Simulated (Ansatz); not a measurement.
# CsSnBr3 (Pm-3m) in Ansatz: further runs

One crystal, CsSnBr3, is run at these levels: PBEsol, LDA; tasks: band structure.

All numbers are computed with Ansatz 0.2.0; they aren't measurements. Logs are shortened: lines on timing, memory, paths and dates and some standing lists are left out, and cuts for length are marked.

**Measured values to compare with.**

“Influence of hidden halogen mobility on local structure of CsSn(Cl1−xBrx)3 mixed-halide perovskites by solid-state NMR”, 2020, pmc:8179406 reports, for a powder of CsSnBr3 at 300 K: band gap 1.79 eV (optical).

How close the calculation comes is told below.

### 1 Starting point

It takes space group Pm-3m (No. 221, cubic). The conventional cell has a = 5.839 Å, b = 5.839 Å, c = 5.839 Å, α = 90.00°, β = 90.00°, γ = 90.00°. Cs (site symmetry m-3m) is surrounded by 12 Br at 4.13 Å. Sn (site symmetry m-3m) is surrounded by 6 Br at 2.92 Å. Around Br (site symmetry 4/mmm) lie 2 Sn at 2.92 Å.

The cell is a database's computed one.

### 2 Band structure, PBEsol

input.yaml reads:

```yaml
crystal:
  lattice:
    - [5.83900561, 0.0, 0.0]
    - [0.0, 5.83900561, 0.0]
    - [0.0, 0.0, 5.83900561]
  atoms:
    - { symbol: Cs, position: [0.0, 0.0, 0.0] }
    - { symbol: Sn, position: [0.5, 0.5, 0.5] }
    - { symbol: Br, position: [0.0, 0.5, 0.5] }
    - { symbol: Br, position: [0.5, 0.5, 0.0] }
    - { symbol: Br, position: [0.5, 0.0, 0.5] }
kpoints:
  mp_grid: { grid: [5, 5, 5] }
  band_path:
    path:
      - [0.0, 0.0, 0.0]
      - [0.0, 0.5, 0.0]
      - [0.5, 0.5, 0.0]
      - [0.0, 0.0, 0.0]
      - [0.5, 0.5, 0.5]
      - [0.0, 0.5, 0.0]
    npoints: 6
scf:
  occupations: { method: fermi_dirac, width: 0.05 }
hamiltonian:
  xc: pbesol
  pseudopotentials: { kind: all_electron, lapw: { basis_error: 0.002 } }
output:
  forces: true
  stress: true
  eigenvalues: true
```

Potentials or basis: all-electron LAPW, scalar-relativistic.

Command:

```bash
> ansatz run input.yaml --threads 4 --pin off --max-ram 12288MiB --backend cpu --events-out ev --progress --plain --runs-dir out
```

Log:

```text
Warning: RAYON_NUM_THREADS=4 ignored (pool sized by the plan → 4); use --threads N
LAPW: plane waves up to 6.966 Å⁻¹, error target 2.0e-3 eV per atom; small_component_spin mean_spin; Br in spheres of 1.376 Å, 25 of its electrons in bands, Dirac shells []; Sn in spheres of 1.544 Å, 22 of its electrons in bands, Dirac shells []; Cs in spheres of 1.544 Å, 27 of its electrons in bands, Dirac shells [] (how accurate: hamiltonian.pseudopotentials.lapw.basis_error, Limitations)
Engine: ansatz 0.2.0, x86_64-unknown-linux-gnu
Pseudopotentials: kind: all_electron
Pseudopotential: Cs, LAPW, valence charge 27, lapw/all_electron/scalar/gaussian/Cs, Koelling and Harmon's equation, gaussian nucleus
Pseudopotential: Sn, LAPW, valence charge 22, lapw/all_electron/scalar/gaussian/Sn, Koelling and Harmon's equation, gaussian nucleus
Pseudopotential: Br, LAPW, valence charge 25, lapw/all_electron/scalar/gaussian/Br, Koelling and Harmon's equation, gaussian nucleus
Functional definition: PBEsol
  exchange = pbesol_x
  correlation = pbesol_c
Crystal: 5 atoms, lattice volume = 199.075 Å³
Basis set: ecut = 184.85420543802726 eV, 1141 PW (Γ), exchange–correlation at level 2
Bands: 75, of which v1, the nominal top of the filled ones, is band 62 counted from 1 (61 counted from 0)
Symmetry: 48 space group operations
Space group: Pm-3m (ITA 221), of the structure as read, at distance tolerance 5.8e-5 Å
k-points: 10 of 125
Non-local potential: Cs, projectors of the file, none
Non-local potential: Sn, projectors of the file, none
Non-local potential: Br, projectors of the file, none
Initial density: superposition of atomic densities (chi_scale 0.1, normalization cell, long waves kept (reshape's long-wave potential 0.01 eV rms))
Initial wavefunctions: plane waves of lowest kinetic energy (no species holds an atomic orbital)
Functional: x = pbesol(κ = 0.804, μ = 0.12345679012345678), c = pbesol(β = 0.046)
iter 1 solved again at ethr=9.19e-4 eV; its pass at ethr=1.00e-1 eV (dr2=1.14e0 eV) is discarded
SCF iter   1: F=—  HF=-592457.530782 eV  |F-HF|=—  |Δ(HF+E_count)|=         —  Δρ=1.46e-2  dr2=1.14e0  ethr=9.19e-4  ⟨swp⟩=2.4  Hψ=4631  notcnv=0
preconditioner: auto → Resta (q_TF=auto, 2.521 Å⁻¹)  ε∞=2.2  [insulator: Δε(μ)=1.956 eV  Ē_g=15.681 eV  σ=0.050 eV  W_gap=1.00  n_scr=56 (ndim 8)  ℏωp=17.5 eV  f_vac=0.303  D(μ)=0.00/eV (n_scr^D=0)  ε∞_Penn≈2.2]
SCF iter   2: F=—  HF=-592457.110238 eV  |F-HF|=—  |Δ(HF+E_count)|=   4.21e-1  Δρ=5.54e-3  dr2=1.61e-1  ethr=9.17e-4  ⟨swp⟩=2.3  Hψ=2373  notcnv=0
SCF iter   3: F=—  HF=-592457.092210 eV  |F-HF|=—  |Δ(HF+E_count)|=   1.80e-2  Δρ=2.64e-3  dr2=3.62e-2  ethr=1.30e-4  ⟨swp⟩=2.0  Hψ=2369  notcnv=0
iter 4 solved again at ethr=8.96e-7 eV; its pass at ethr=2.92e-5 eV (dr2=1.11e-3 eV) is discarded
SCF iter   4: F=—  HF=-592457.097463 eV  |F-HF|=—  |Δ(HF+E_count)|=         —  Δρ=5.74e-4  dr2=1.11e-3  ethr=8.96e-7  ⟨swp⟩=2.0  Hψ=3868  notcnv=0
the basis was enlarged: its passes take 84.5 KiB over the memory plan, 4 of 4 planned eigensolver slots
SCF iter   5: F=—  HF=-592457.097638 eV  |F-HF|=—  |Δ(HF+E_count)|=   1.75e-4  Δρ=1.63e-4  dr2=1.17e-4  ethr=8.96e-7  ⟨swp⟩=3.0  Hψ=2378  notcnv=0
SCF iter   6: F=—  HF=-592457.097799 eV  |F-HF|=—  |Δ(HF+E_count)|=   1.61e-4  Δρ=4.62e-5  dr2=8.66e-6  ethr=9.44e-8  ⟨swp⟩=3.0  Hψ=2367  notcnv=0
SCF iter   7: F=—  HF=-592457.097819 eV  |F-HF|=—  |Δ(HF+E_count)|=   2.01e-5  Δρ=1.10e-5  dr2=4.08e-7  ethr=6.99e-9  ⟨swp⟩=3.0  Hψ=2370  notcnv=0
SCF iter   8: F=-592457.097819 eV  HF=-592457.097819 eV  |F-HF|=1.56e-7  |Δ(HF+E_count)|=   6.10e-7  Δρ=3.71e-6  dr2=4.34e-8  ethr=3.29e-10  ⟨swp⟩=3.0  Hψ=2370  notcnv=0
SCF 1 converged in 8 iterations: F = -592457.097819 eV  dr2 = 4.34e-8
NSCF: frozen V_eff on 31 k-points
SCF converged after 8 iterations
Free energy (F): -592457.097819 eV
Harris-Foulkes:  -592457.097819 eV  (|F-HF|=1.56e-7)
Internal energy: -592457.097819 eV  (E = F + TS)
E sigma→0 (E₀):  -592457.097819 eV
Fermi energy:    6.365301 eV
--- Per-component energies (eV) ---
  E_band       = -8780.826029
  E_kinetic    = 619795.501222
  E_xc         = -16967.992308
  E_electrostatic = -1195284.606733  (all electrons and nuclei)
  E_smearing   = -0.000000  (= −TS)
  E_closure    = 0.000000  (closes the sum)
  E_atoms      = -592440.373005  (free atoms, spherical and without spin; not in F)
  Σ components = -592457.097819   (vs F -592457.097819, Δ=0.00e0)
  Basis errors (estimates in eV, not in F): energy 8.6e-4 per atom: plane waves 8.0e-4 (4.5e-4 summed), levels above the bands 3.5e-63, relativity 9.3e-8, radial functions 6.9e-5, core shells 1.8e-9; eigenvalues (radial functions only) 9.2e-6; not estimated: angular momenta, meshes, grids; target (lapw.basis_error) 2.0e-3; muffin-tin radii Br 1.376 Å, Sn 1.544 Å, Cs 1.544 Å
--- Forces (eV/Å), atoms counted from 1 ---
  atom   1  Cs    -0.00000000    -0.00000000    -0.00000000
  atom   2  Sn     0.00000000     0.00000000     0.00000000
  atom   3  Br     0.00000000    -0.00000000     0.00000000
  atom   4  Br     0.00000000     0.00000000    -0.00000000
  atom   5  Br     0.00000000     0.00000000    -0.00000000
  max |Σ_I F_I| component: 7.77e-30 eV/Å
--- Stress (GPa, compression-positive) ---
       -0.890399      -0.000000       0.000000
       -0.000000      -0.890399       0.000000
        0.000000       0.000000      -0.890399
  P = ⅓ Tr σ = -0.8904 GPa (-8.904 kbar)
--- Band table (eV; the first three rows and the last of 10) ---
  k-point 0: bands = ["-225.7215", "-225.7215", "-225.7215", "-208.9351", "-161.4188", "-161.4188", "-161.4188", "-161.3063", "-161.3063", "-161.3063", "-161.3063", "-161.3063", "-161.3063", "-149.5601", "-149.5601", "-149.5601", "-123.5292", "-79.3647", "-79.3647", "-79.3647", "-63.2212", "-63.2212", "-63.2209", "-63.2209", "-63.2209", "-54.9268", "-54.9267", "-54.9267", "-54.8970", "-54.8970", "-54.8970", "-54.8970", "-54.8970", "-54.8970", "-54.8124", "-54.8124", "-54.8124", "-54.8122", "-54.8122", "-54.8121", "-15.8186", "-15.6960", "-15.6960", "-15.6660", "-15.6660", "-15.6660", "-9.2363", "-8.7089", "-8.7089", "-2.5957", "-2.5957", "-2.5957", "0.1032", "1.1479", "1.1479", "1.1479", "3.4058", "3.4058", "3.4058", "3.5374", "3.5374", "3.5374", "8.5299", "9.6240", "9.6240", "10.2593", "10.2593", "10.2593", "11.2763", "11.2763", "11.2763", "13.0006", "13.0006", "13.0006", "15.3503"]
  k-point 1: bands = ["-225.7215", "-225.7215", "-225.7215", "-208.9351", "-161.4188", "-161.4188", "-161.4188", "-161.3063", "-161.3063", "-161.3063", "-161.3063", "-161.3063", "-161.3063", "-149.5601", "-149.5601", "-149.5601", "-123.5292", "-79.3647", "-79.3647", "-79.3647", "-63.2212", "-63.2212", "-63.2209", "-63.2209", "-63.2209", "-54.9267", "-54.9267", "-54.9267", "-54.8970", "-54.8970", "-54.8970", "-54.8970", "-54.8970", "-54.8970", "-54.8124", "-54.8124", "-54.8124", "-54.8122", "-54.8122", "-54.8121", "-15.8182", "-15.6960", "-15.6938", "-15.6661", "-15.6661", "-15.6660", "-9.1984", "-8.7581", "-8.7082", "-2.5908", "-2.5907", "-2.5907", "-0.4693", "1.1788", "1.1788", "1.9981", "3.3511", "3.3511", "3.3564", "3.4889", "3.4889", "3.5694", "8.9244", "9.8496", "9.9321", "10.0928", "10.4053", "10.4852", "10.4852", "11.2731", "11.2731", "12.4862", "13.1884", "13.1884", "14.2451"]
  k-point 2: bands = ["-225.7215", "-225.7215", "-225.7215", "-208.9351", "-161.4188", "-161.4188", "-161.4188", "-161.3063", "-161.3063", "-161.3063", "-161.3063", "-161.3063", "-161.3063", "-149.5601", "-149.5601", "-149.5601", "-123.5292", "-79.3647", "-79.3647", "-79.3647", "-63.2212", "-63.2212", "-63.2209", "-63.2209", "-63.2209", "-54.9267", "-54.9267", "-54.9267", "-54.8970", "-54.8970", "-54.8970", "-54.8970", "-54.8970", "-54.8970", "-54.8124", "-54.8124", "-54.8124", "-54.8122", "-54.8122", "-54.8121", "-15.8175", "-15.6959", "-15.6904", "-15.6662", "-15.6662", "-15.6660", "-9.1075", "-8.8672", "-8.7071", "-2.5832", "-2.5825", "-2.5825", "-0.9339", "1.2322", "1.2322", "2.6682", "3.2453", "3.2453", "3.2803", "3.4282", "3.4282", "4.1686", "8.2065", "9.8014", "10.4391", "10.5539", "10.6876", "10.6876", "10.8107", "11.6654", "11.7751", "11.7751", "12.6591", "12.8446", "12.8446"]
  k-point 9: bands = ["-225.7215", "-225.7215", "-225.7215", "-208.9351", "-161.4188", "-161.4188", "-161.4188", "-161.3063", "-161.3063", "-161.3063", "-161.3063", "-161.3063", "-161.3063", "-149.5601", "-149.5601", "-149.5601", "-123.5292", "-79.3647", "-79.3647", "-79.3647", "-63.2212", "-63.2212", "-63.2209", "-63.2209", "-63.2209", "-54.9267", "-54.9267", "-54.9267", "-54.8970", "-54.8970", "-54.8970", "-54.8970", "-54.8970", "-54.8970", "-54.8124", "-54.8124", "-54.8124", "-54.8122", "-54.8122", "-54.8121", "-15.8157", "-15.6875", "-15.6875", "-15.6664", "-15.6664", "-15.6664", "-8.9299", "-8.8758", "-8.8758", "-2.6271", "-2.6271", "-2.6175", "-2.2663", "2.6014", "2.6637", "2.6637", "2.8624", "2.8624", "3.8098", "3.8098", "3.8567", "5.4665", "7.2991", "7.2991", "7.7316", "10.2013", "10.8308", "10.8308", "10.8442", "11.8892", "11.8892", "13.1459", "13.3858", "13.3858", "13.7988"]
```

Wall time 17 s (4 threads of Intel Xeon Platinum 8259CL at 2.50GHz (Skylake/Cascade Lake), shared host); peak memory 0.61 GiB.

Results:

```yaml
Free_energy: -592457.0978 eV
Pressure: -0.9 GPa
Band_gap_along_the_path: 0.43 eV, direct
```

Levels at the corners of the path, in eV from the valence-band top:
```tsv
point	band 59	band 60	band 61	band 62	band 63	band 64	band 65	band 66
Γ	-2.99	-2.86	-2.86	-2.86	2.13	3.23	3.23	3.86
X	-3.13	-2.98	-2.98	-1.99	1.44	3.60	4.20	4.29
M	-3.25	-3.25	-2.50	-0.97	0.97	0.97	3.87	4.34
Γ	-2.99	-2.86	-2.86	-2.86	2.13	3.23	3.23	3.86
R	-2.49	-2.49	-2.49	0.00	0.43	0.43	0.43	3.64
X	-3.13	-2.98	-2.98	-1.99	1.44	3.60	4.20	4.29
```

Caveat: spin-orbit coupling is left out, which moves the levels of the heavy elements.

### 3 Band structure, LDA

Edit input.yaml of step 2 so:

```diff
@@ -25,3 +25,3 @@
 hamiltonian:
-  xc: pbesol
+  xc: lda
   pseudopotentials: { kind: all_electron, lapw: { basis_error: 0.002 } }
```

Potentials or basis: all-electron LAPW, scalar-relativistic.

Command:

```bash
> ansatz run input.yaml --threads 4 --pin off --max-ram 12288MiB --backend cpu --events-out ev --progress --plain --runs-dir out
```

Run time: 16 s. Hardware: 4 threads of Intel Xeon Platinum 8259CL at 2.50GHz (Skylake/Cascade Lake), shared host; peak memory 0.61 GiB.

The run converged. Its results:

```yaml
Free_energy: -592178.4959 eV
Pressure: -2.0 GPa
Band_gap_along_the_path: 0.45 eV, direct
```

Levels at the corners of the path, in eV from the valence-band top:
```
point  band 60  band 61  band 62  band 63  band 64  band 65
    Γ    -2.76    -2.76    -2.76     1.98     3.14     3.14
    X    -2.88    -2.88    -1.94     1.46     3.49     4.09
    M    -3.16    -2.39    -0.95     1.00     1.00     3.89
    Γ    -2.76    -2.76    -2.76     1.98     3.14     3.14
    R    -2.38    -2.38     0.00     0.45     0.45     0.45
    X    -2.88    -2.88    -1.94     1.46     3.49     4.09
```

Caveat: spin-orbit coupling is left out, which moves the levels of the heavy elements.

### 4 How close it comes

Step 2. Against the measured gap of CsSnBr3, 1.79 eV (optical; 300 K; powder; “Influence of hidden halogen mobility on local structure of CsSn(Cl1−xBrx)3 mixed-halide perovskites by solid-state NMR”, 2020, pmc:8179406), the calculated 0.43 eV is off by -1.36 eV. So large a miss can be the level of theory's own, or it may mean another phase, state or a wrong row. Spin-orbit coupling on Br, Cs, Sn is left out. The value is that of PBEsol, without temperature or zero-point motion. Semilocal functionals fall short of measured gaps as a rule. The cell is a database's relaxed one, not the measured one, which moves gaps too.

Step 3. Measured gap of CsSnBr3: 1.79 eV (optical; 300 K; powder; “Influence of hidden halogen mobility on local structure of CsSn(Cl1−xBrx)3 mixed-halide perovskites by solid-state NMR”, 2020, pmc:8179406). This calculation gives 0.45 eV (-1.34 eV). So large a miss can be the level of theory's own, or it may mean another phase, state or a wrong row. Spin-orbit coupling on Br, Cs, Sn is left out. The value is that of LDA, without temperature or zero-point motion. Semilocal functionals fall short of measured gaps as a rule. The cell is a database's relaxed one, not the measured one, which moves gaps too.
